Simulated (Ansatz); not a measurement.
# Cold compression of As (hcp type)

```yaml
crystal:
  lattice:
    - [2.95826, 0.00000, 0.00000]
    - [-1.47913, 2.56193, 0.00000]
    - [0.00000, 0.00000, 5.11888]
  atoms:
    - { symbol: As, position: [0.33333, 0.66667, 0.25000] }
    - { symbol: As, position: [0.66667, 0.33333, 0.75000] }
```

The cell comes from a relaxation on PAW files under the same functional, begun from a prototype that needn't be the stable phase.

Its volume is scaled, and at each volume shape and atoms are relaxed on PAW files; all methods then take that cell.

Computed with Ansatz 0.2.0; functional PBE, scalar-relativistic. Settings: a Γ-centred 16×16×9 k mesh, Fermi–Dirac smearing of 0.1 eV, no spin polarisation. Methods: LAPW: all electrons, basis error target 1 meV/atom; PAW: frozen-core files, cutoff 420 eV; crystal datasets: all electrons, by PAW datasets that the program makes for each cell; norm-conserving: pseudopotentials, cutoff 1143 eV; PAW (cutoff 600 eV): frozen-core files, cutoff 600 eV.

Energies are extrapolated to zero smearing and count from the unscaled cell; pressure is positive in compression; gaps take the mesh and a band path. No temperature or zero-point motion is included.

```tsv
V/V0	V (Å³/atom)	P LAPW (GPa)	ΔE LAPW (eV/atom)	P PAW − LAPW (GPa)	ΔE PAW − LAPW (meV/atom)	space group	shortest distance (Å)
1.00	19.40	0.01	0.000	-0.01	0.0	P6_3/mmc	2.958
0.88	17.07	13.30	0.086	-0.02	-0.2	P6_3/mmc	2.847
0.78	15.13	?	?	?	?	?	?
0.68	13.19	67.7	0.926	-0.04	-0.6	P6_3/mmc	2.621
0.58	11.25	135.3	2.107	-0.08	-1.3	P6_3/mmc	2.491
0.50	9.70	238.3	3.864	0.00	-1.8	P6_3/mmc	2.372
0.43	8.34	404.7	6.517	0.27	-0.8	P6_3/mmc	2.257
```

(1) Fit the Vinet equation to the LAPW pressures shown (residuals weighted by 1/(|P| + 0.03·Pmax)), and predict the pressure of the withheld row.

(2) From the table, what is the rise of the enthalpy H = E + pV up to the last row, and how stiff is the crystal between the last two rows?

(3) At the smallest volume, how far do crystal datasets and norm-conserving and PAW (cutoff 600 eV) lie from LAPW in pressure?

(4) How do the Löwdin populations by LAPW change from the unscaled cell to the last row?

Answers

(1) The fit gives V0 = 19.44 Å³/atom, B0 = 70.8 GPa and B0′ = 4.98. At 15.13 Å³/atom, x = (V/V0)^(1/3) = 0.9199, and P = 3·B0·(1 − x)/x²·exp[1.5·(B0′ − 1)·(1 − x)] = 32.4 GPa. The run itself gave 32.4 GPa (+0.2 % off) and ΔE = 0.342 eV/atom.

(2) ΔH = 6.517 eV + (404.7 GPa × 8.34 Å³ − 0.01 GPa × 19.40 Å³) × 0.006242 eV/(GPa·Å³) = 27.58 eV/atom, of which pV makes 76 %. The mean bulk modulus there is −ΔP/Δln V = 1100 GPa.

(3) crystal datasets: 0.00 GPa; norm-conserving: +0.23 GPa; PAW (cutoff 600 eV): +0.19 GPa, on a LAPW pressure of 404.7 GPa.

(4) As 4s 1.91 → 1.58, As 4p 3.04 → 3.28 electrons an atom. These are projections on the shells that the free atoms fill; 0.11 e a cell lies outside them at the start and 0.34 e at the end.
